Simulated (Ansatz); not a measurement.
# Ni3O: a trial structure relaxed

Where does Ni3O go from the start given, A15 type (Pm-3n, No. 223)?

Program: Ansatz 0.2.0. Level of theory: DFT PBE, scalar-relativistic, plane waves, PAW. These are calculated values, not measurements.

1 further run of the same task is left out (it didn't finish).

**1. The system as given**

It takes space group Pm-3n (No. 223, cubic). Conventional cell: a = 4.238 Å, b = 4.238 Å, c = 4.238 Å, α = 90.00°, β = 90.00°, γ = 90.00°. Around Ni (site symmetry -4m2) lie 2 Ni at 2.12 Å and 4 O at 2.37 Å. Around O (site symmetry m-3) lie 12 Ni at 2.37 Å.

Structure file:

```
CELL_PARAMETERS angstrom
4.23819 0.00000 0.00000
0.00000 4.23819 0.00000
0.00000 0.00000 4.23819
ATOMIC_POSITIONS crystal
Ni 0.00000 0.50000 0.25000
Ni 0.00000 0.50000 0.75000
Ni 0.25000 0.00000 0.50000
Ni 0.75000 0.00000 0.50000
Ni 0.50000 0.75000 0.00000
Ni 0.50000 0.25000 0.00000
O 0.00000 0.00000 0.00000
O 0.50000 0.50000 0.50000
```

(A quick probe on a coarse mesh, which set the mesh and smearing, is not shown.)

**3. Rough relaxation on the coarse mesh**

The input, input.yaml:

```yaml
crystal:
  lattice:
    - [4.2381885031, 0.0, 0.0]
    - [0.0, 4.2381885031, 0.0]
    - [0.0, 0.0, 4.2381885031]
  atoms:
    - { symbol: Ni, position: [0.0, 0.5, 0.25], spin: 0.97 }
    - { symbol: Ni, position: [0.0, 0.5, 0.75], spin: 0.97 }
    - { symbol: Ni, position: [0.25, 0.0, 0.5], spin: 0.97 }
    - { symbol: Ni, position: [0.75, 0.0, 0.5], spin: 0.97 }
    - { symbol: Ni, position: [0.5, 0.75, 0.0], spin: 0.97 }
    - { symbol: Ni, position: [0.5, 0.25, 0.0], spin: 0.97 }
    - { symbol: O, position: [0.0, 0.0, 0.0], spin: 0.24 }
    - { symbol: O, position: [0.5, 0.5, 0.5], spin: 0.24 }
basis:
  ecutwfc: 420
kpoints:
  mp_grid: { grid: [4, 4, 4] }
hamiltonian:
  xc: pbe
scf:
  occupations: { method: gaussian, width: 0.1 }
  lower_state_search: "off"
output:
  forces: true
  stress: true
  eigenvalues: true
  populations: true
magnetization:
  spin_polarized: true
relax:
  adjacent_minimum: "off"
  f_tol: 0.04
  max_steps: 70
  cell: { stress_tol: 0.4 }
```

Command:

```console
ansatz run input.yaml --threads 1 --pin off --max-ram 2560MiB --backend cpu --events-out ev --progress --plain --runs-dir out
```

The session goes on with these runs: relaxing cell and atoms.

Q: Predict the outcome of this session.

The runs gave:

Formation energies count from the elements, computed with the same settings in runs not shown here.

| quantity | value |
| --- | --- |
| cell | a = 4.414 Å, b = 4.414 Å, c = 4.414 Å, α = 90.00°, β = 90.00°, γ = 90.00° |
| space group | Pm-3n (No. 223) |
| volume | 10.75 Å³/atom |
| gap on the mesh | none (metal) |
| formation energy from the elements | +0.553 eV/atom |
| largest moment | 0.94 μB |

The space group stayed Pm-3n, and from the first guess the volume went from 9.52 to 10.75 Å³/atom. The formation energy of +0.55 eV/atom is positive, so the elements lie lower than this structure; another structure of the compound can lie lower.
